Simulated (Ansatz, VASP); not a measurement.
## Two plane-wave programs on SnO2 (Cassiterite)

Contents of INCAR:

```
ALGO = Normal
EDIFF = 1E-7
ENCUT = 900
GGA = PE
ISIF = 2
ISMEAR = -1
LASPH = T
LCHARG = F
LREAL = F
LWAVE = F
NBANDS = 35
NELM = 80
PREC = Accurate
SIGMA = 0.05
```

File KPOINTS:

```
k-points
0
Gamma
  6 6 8
```

POSCAR

```
SnO2
1.0
    4.7380000000      0.0000000000      0.0000000000
    0.0000000000      4.7380000000      0.0000000000
    0.0000000000      0.0000000000      3.1865000000
Sn O
2 4
Direct
    0.5000000000      0.5000000000      0.5000000000
    0.0000000000      0.0000000000      0.0000000000
    0.8071000000      0.1929000000      0.5000000000
    0.6929000000      0.6929000000      0.0000000000
    0.1929000000      0.8071000000      0.5000000000
    0.3071000000      0.3071000000      0.0000000000
```

The input KPOINTS_OPT:

```
path GXMGZRAZ,XR,MA
15
line-mode
reciprocal
 0.0000000000  0.0000000000  0.0000000000  G
 0.0000000000  0.5000000000  0.0000000000  X

 0.0000000000  0.5000000000  0.0000000000  X
 0.5000000000  0.5000000000  0.0000000000  M

 0.5000000000  0.5000000000  0.0000000000  M
 0.0000000000  0.0000000000  0.0000000000  G

 0.0000000000  0.0000000000  0.0000000000  G
 0.0000000000  0.0000000000  0.5000000000  Z

 0.0000000000  0.0000000000  0.5000000000  Z
 0.0000000000  0.5000000000  0.5000000000  R

 0.0000000000  0.5000000000  0.5000000000  R
 0.5000000000  0.5000000000  0.5000000000  A

 0.5000000000  0.5000000000  0.5000000000  A
 0.0000000000  0.0000000000  0.5000000000  Z

 0.0000000000  0.5000000000  0.0000000000  X
 0.0000000000  0.5000000000  0.5000000000  R

 0.5000000000  0.5000000000  0.0000000000  M
 0.5000000000  0.5000000000  0.5000000000  A
```

File input.yaml:

```yaml
crystal:
  lattice:
    - [4.738, 0.0, 0.0]
    - [0.0, 4.738, 0.0]
    - [0.0, 0.0, 3.1865]
  atoms:
    - { symbol: Sn, position: [0.5, 0.5, 0.5] }
    - { symbol: Sn, position: [0.0, 0.0, 0.0] }
    - { symbol: O, position: [0.8071, 0.1929, 0.5] }
    - { symbol: O, position: [0.6929, 0.6929, 0.0] }
    - { symbol: O, position: [0.1929, 0.8071, 0.5] }
    - { symbol: O, position: [0.3071, 0.3071, 0.0] }
hamiltonian:
  xc: pbe
  pseudopotentials: { kind: paw }
kpoints:
  mp_grid: { grid: [6, 6, 8] }
  band_path:
    path:
      - [[0.0, 0.0, 0.0], [0.0, 0.5, 0.0], [0.5, 0.5, 0.0], [0.0, 0.0, 0.0], [0.0, 0.0, 0.5], [0.0, 0.5, 0.5], [0.5, 0.5, 0.5], [0.0, 0.0, 0.5]]
      - [[0.0, 0.5, 0.0], [0.0, 0.5, 0.5]]
      - [[0.5, 0.5, 0.0], [0.5, 0.5, 0.5]]
    npoints: 14
scf:
  occupations: { method: fermi_dirac, width: 0.05 }
  n_extra_bands: 15
output:
  forces: true
  stress: true
  eigenvalues: true
  fatbands: false
```

Alike in both runs: task band structure; functional PBE; k mesh 6 × 6 × 8; occupations fermi-dirac, width 0.05 eV; no spin polarisation.

```csv
,VASP,Ansatz
version,VASP 6.6.1,Ansatz 0.2.0
potentials or method,"VASP PAW PBE potentials, release 64 (Sn_d, O_h)",Ansatz PAW
plane-wave cutoff (eV),900,420
valence electrons in the cell,52,52
```

```csv
,VASP,Ansatz,Ansatz less VASP
gap on the k mesh at the Fermi level (eV),1.28,1.28,+0.001
least direct gap on the mesh (eV),1.28,1.28,+0.001
gap along the band path (eV),1.28,1.28,+0.001
rms of the force components (eV/Å),0.136,0.130,-0.0065
```

Atom by atom the forces differ by 0.007 eV/Å (rms over components). With one functional, cell and mesh, what is left measures potentials, basis and numerics.

Caveats: spin-orbit coupling is left out, which moves the levels of the heavy elements.
